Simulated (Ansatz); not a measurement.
# Rigid cleavage in Rh

Method: DFT PBE, scalar-relativistic, plane waves, PAW in Ansatz 0.2.0. The runs took a 420 eV cutoff, a Γ-centred 25×25×5 mesh and Gaussian smearing (0.15 eV). No spin polarisation. Energies are free energies at this smearing, counted from the undisturbed cell; pressure is positive in compression.

Reference structure (relaxed at this level; with this scan's settings it stands at 0.1 GPa):

```
CELL_PARAMETERS angstrom
1.91497 -1.91497 0.00000
1.91497 0.00000 -1.91497
7.65986 7.65986 7.65986
ATOMIC_POSITIONS crystal
Rh 0.66667 0.66667 0.08332
Rh 0.00000 0.00000 0.91665
Rh 0.33333 0.33333 0.24998
Rh 0.66667 0.66667 0.58332
Rh 0.00000 0.00000 0.41665
Rh 0.33333 0.33333 0.74998
```

The cut lies on the cell's a–b face, a (1 1 1) plane (indices in the standard cell, whose axes needn't be the Cartesian ones shown) of area 6.35 Å², between layers 2.21 Å apart. Vector c is lengthened by d along the normal with the atoms' Cartesian places fixed: one unrelaxed cut a cell. The cell is metallic on the mesh throughout.

| d (Å) | energy (J/m²) |
| --- | --- |
| -0.30 | 1.16 |
| 0.00 | 0.00 |
| 0.25 | 0.40 |
| 0.50 | 1.16 |
| 1.00 | 2.57 |
| 1.50 | 3.42 |
| 2.00 | 3.83 |
| 3.00 | 4.08 |
| 6.00 | 4.12 |

**Question.** Predict the traction dE/dd (GPa) at each point.

**Answer.**
```
d (Å) traction dE/dd (GPa)
-0.30                 -91.0
 0.00                  -0.1
 0.25                  26.8
 0.50                  32.0
 1.00                  22.6
 1.50                  11.8
 2.00                   5.4
 3.00                   0.8
 6.00                   0.0
```

Cost: 9 runs of about 11 core-minutes in all, on Oxide Virtual Turin-like Processor (Zen 5) (shared hosts).